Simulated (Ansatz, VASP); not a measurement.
# One calculation of Be, two programs

```xyz
1
Lattice="0.0000 1.4019 1.4019 1.4019 0.0000 1.4019 1.4019 1.4019 0.0000" Properties=species:S:1:pos:R:3 pbc="T T T"
Be    0.0000    0.0000    0.0000
```

Change from the starting cell: volume scaled by 0.7, LAPW.

Alike in both runs: task single point; functional PBE; k mesh 20 × 20 × 20; occupations fermi-dirac, width 0.08 eV; no spin polarisation.

```csv
,VASP,Ansatz
version,VASP 6.6.1,Ansatz 0.2.0
potentials or method,"VASP PAW PBE potentials, release 64 (Be), cutoff 520 eV","all-electron LAPW, scalar-relativistic"
```

|  | VASP | Ansatz | Ansatz less VASP |
| --- | --- | --- | --- |
| pressure (GPa) | 79.2 | 78.5 | -0.66 |

Ansatz ran all-electron here, so the differences hold the error of VASP's frozen core and of both bases.

Caveats: the cell as given lies far from equilibrium; so large a pressure means that the cell lies far from this level's equilibrium, or that cutoff or potentials fall short (VASP).
